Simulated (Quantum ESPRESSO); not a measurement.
Here is a Quantum ESPRESSO 7.5 calculation.

File scf.in:

```
&CONTROL
  calculation = 'scf'
  prefix = 'pwscf'
  outdir = './tmp'
  pseudo_dir = './pseudo'
/
&SYSTEM
  ibrav = 0
  nat = 2
  ntyp = 1
  ecutwfc = 72
  nbnd = 21
  occupations = 'smearing'
  smearing = 'fd'
  degauss = 0.00367493
  force_symmorphic = .true.
/
&ELECTRONS
  conv_thr = 4d-10
  electron_maxstep = 120
  mixing_beta = 0.5
/
ATOMIC_SPECIES
Sn   118.7100 Sn.upf
CELL_PARAMETERS angstrom
   0.0000000000    3.2333428000    3.2333428000
   3.2333428000    0.0000000000    3.2333428000
   3.2333428000    3.2333428000    0.0000000000
ATOMIC_POSITIONS crystal
Sn     0.7500000000    0.7500000000    0.7500000000
Sn     0.5000000000    0.5000000000    0.5000000000
K_POINTS automatic
12 12 12 0 0 0
```

Contents of nscf.in:

```
&CONTROL
  calculation = 'nscf'
  prefix = 'pwscf'
  outdir = './tmp'
  pseudo_dir = './pseudo'
/
&SYSTEM
  ibrav = 0
  nat = 2
  ntyp = 1
  ecutwfc = 72
  nbnd = 44
  occupations = 'smearing'
  smearing = 'fd'
  degauss = 0.00367493
  force_symmorphic = .true.
/
&ELECTRONS
  conv_thr = 1d-08
  diago_full_acc = .true.
  diago_thr_init = 1d-06
/
ATOMIC_SPECIES
Sn   118.7100 Sn.upf
CELL_PARAMETERS angstrom
   0.0000000000    3.2333428000    3.2333428000
   3.2333428000    0.0000000000    3.2333428000
   3.2333428000    3.2333428000    0.0000000000
ATOMIC_POSITIONS crystal
Sn     0.7500000000    0.7500000000    0.7500000000
Sn     0.5000000000    0.5000000000    0.5000000000
K_POINTS automatic
12 12 12 0 0 0
```

Potentials or basis: PseudoDojo 0.4.1 SR PBE standard.

Command:

```console
$ OMP_NUM_THREADS=1 pw.x -in scf.in > scf.out
$ OMP_NUM_THREADS=1 pw.x -in nscf.in > nscf.out
```

Q: Estimate the band gap on the k mesh, mean-field level.

A: None (metal or under the smearing width).
